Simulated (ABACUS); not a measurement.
Set up this calculation in ABACUS 3.10.1, as the native input.

```yaml
Task: single point
Functional: SCAN
Potentials_or_basis: SG15 ONCV 1.2 PBE
Cutoff: 1361 eV
Density_cutoff: 5442 eV
Basis: DZP LCAO (the cutoffs set its grid)
k_mesh: 10 × 10 × 10
Occupations: fermi-dirac, width 0.05 eV
Spin: collinear spin, ferromagnetic start
Starting_moments: "[3.0] μB"
Orbital_files: Fe Fe_confined-atom_7au_3s2p2d1f.orb
Radial_cutoff_of_the_potentials_pseudo_rcut: 10 bohr
SCF_threshold_on_the_density: 1e-07
Max_SCF_steps: 100
Eigensolver: genelpa
Mixing: broyden
Mixing_share: 0.4
Symmetry_key: 1
```

Crystal: Fe.

```
CELL_PARAMETERS angstrom
-1.44300 1.44300 1.44300
1.44300 -1.44300 1.44300
1.44300 1.44300 -1.44300
ATOMIC_POSITIONS crystal
Fe 0.00000 0.00000 0.00000
```

These files were run (other wordings do the same):

INPUT

```
INPUT_PARAMETERS
suffix              Fe
calculation         scf
basis_type          lcao
pseudo_dir          ./
orbital_dir         ./
symmetry            1
dft_functional      scan
ecutwfc             100
pseudo_rcut         10
nspin               2
nbands              20
ks_solver           genelpa
smearing_method     fd
smearing_sigma      0.00367493
scf_thr             1e-07
scf_nmax            100
mixing_type         broyden
mixing_beta         0.4
cal_force           1
cal_stress          1
mixing_tau          1
out_mul             1
out_chg             1
```

STRU

```
ATOMIC_SPECIES
Fe 55.8450 Fe_ONCV_PBE-1.2.upf

NUMERICAL_ORBITAL
Fe_confined-atom_7au_3s2p2d1f.orb

LATTICE_CONSTANT
1.8897261246

LATTICE_VECTORS
-1.4430000000 1.4430000000 1.4430000000
1.4430000000 -1.4430000000 1.4430000000
1.4430000000 1.4430000000 -1.4430000000

ATOMIC_POSITIONS
Direct

Fe
0.0
1
0.0000000000 0.0000000000 0.0000000000 1 1 1 mag 3
```

KPT

```
K_POINTS
0
Gamma
10 10 10 0 0 0
```

Potentials or basis: SG15 ONCV 1.2 PBE, DZP LCAO (the cutoffs set its grid).

Launch:

```sh
$ OMP_NUM_THREADS=1 mpirun -np 4 abacus > log
```

Results of the run:

The pressure is 0.2 GPa, the band gap on the k mesh is none (metal or under the smearing width) and the net moment is 2.81 μB per cell. The absolute moment is 3.11 μB per cell. The site moments are Fe +2.81 μB.

Caveat: the atomic orbitals were generated for these runs and aren't a published set; the potentials were made for another functional, which shifts forces and pressure; the basis of atomic orbitals isn't converged, which shifts pressures, moduli and gaps.

Wall time 71 s on 4 MPI ranks on Intel(R) Xeon(R) Platinum 8259CL CPU @ 2.50GHz (Skylake/Cascade Lake) (shared host), peak memory 0.44 GiB a rank.
